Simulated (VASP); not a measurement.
Input of a VASP 6.6.1 run:

File INCAR:

```
SYSTEM = Si
ALGO     = Normal         ! electronic algorithm
EDIFF    = 1E-6           ! SCF threshold, eV
EDIFFG   = -0.02          ! ionic threshold
ENCUT    = 600            ! plane-wave cutoff, eV
IBRION   = 2              ! ionic algorithm
ISIF     = 3              ! what is computed and relaxed
ISMEAR   = -1             ! smearing method
LASPH    = .TRUE.         ! aspherical terms in the spheres
LCHARG   = .FALSE.        ! write CHGCAR
LREAL    = .FALSE.        ! projectors in reciprocal space
LWAVE    = .FALSE.        ! write WAVECAR
NELM     = 100            ! most SCF steps
NSW      = 60             ! ionic steps
PREC     = Accurate       ! precision mode
SIGMA    = 0.05           ! smearing width, eV
```

The input KPOINTS:

```
k-points
0
G
  12 12 12
  0 0 0
```

Contents of POSCAR:

```
Si
1.0
   -1.6269149300      1.6269149300      1.3203298500
    1.6269149300     -1.6269149300      1.3203298500
    1.6269149300      1.6269149300     -1.3203298500
Si
1
Direct
    0.0000000000      0.0000000000      0.0000000000
```

Potentials or basis: VASP PAW LDA potentials, release 64 (Si).

The run is started by

```sh
$ cat potpaw_LDA.64/Si/POTCAR > POTCAR
$ mpirun -np 1 vasp_std > vasp.out
```

(1) Predict the relaxed volume.

(2) Estimate the relaxed cell.

(3) Predict the band gap on the k mesh.

Results:

(1) 13.99 Å³/atom.

(2) a = 2.660 Å, b = 2.660 Å, c = 2.660 Å, α = 103.74°, β = 103.74°, γ = 121.66°.

(3) none (metal or under the smearing width).
